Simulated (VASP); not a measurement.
KI: band structure with PBE

KI:

```
K I
1.0
     0.00000    3.50812    3.50812
     3.50812    0.00000    3.50812
     3.50812    3.50812    0.00000
K I
1 1
Direct
  0.00000 0.00000 0.00000
  0.50000 0.50000 0.50000
```

| Quantity | Value |
| --- | --- |
| Program | VASP 6.6.1 |
| Task | band structure |
| Functional | PBE |
| Potentials or basis | VASP PAW PBE potentials, release 64 (K_sv, I) |
| Cutoff | 520 eV |
| k mesh | 6 × 6 × 6 |
| Occupations | gaussian, width 0.03 eV |
| Spin | spin-orbit coupling, no magnetisation |
| Further INCAR settings | ALGO = Normal; EDIFF = 1e-06; NBANDS = 28 |

```yaml
Pressure: 0.9 GPa
Valence_electrons_inside_the_program's_atomic_spheres: K 7.56; I 4.35
```

Run time: 10 min on 1 thread of AMD EPYC 9R45 96-Core Processor (Zen 5) (shared host), peak memory 0.47 GiB.
